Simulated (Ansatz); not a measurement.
Take a crystal in which Ge has been replaced by Pb on all its sites, with the cell rescaled by a rough guess (in some cases also distorted within its space group) and nothing relaxed:

```
Pb
1.0
    -2.73494    2.73494    1.62662
     2.73494   -2.73494    1.62662
     2.73494    2.73494   -1.62662
Pb
2
Cartesian
  2.7349 0.0000 0.8133
  0.0000 0.0000 1.6266
```

Level of theory: Ansatz 0.2.0, DFT PBE, scalar-relativistic, plane waves, PAW.

Settings: cutoff 420 eV, Γ-centred mesh 16×16×16 on the computed 2-atom cell, Gaussian smearing of 0.10 eV; no spin polarisation.

(1) Will this cell want to expand or contract, and how hard?

(2) Is it a metal on this mesh?

Spin-orbit coupling is left out, which matters for the bands of heavy elements.

Results:

(1) The pressure is 26.2 GPa (positive in compression), so the cell would expand.

(2) Yes, a band crosses the Fermi level.

This form isn't the element's structure at ambient conditions.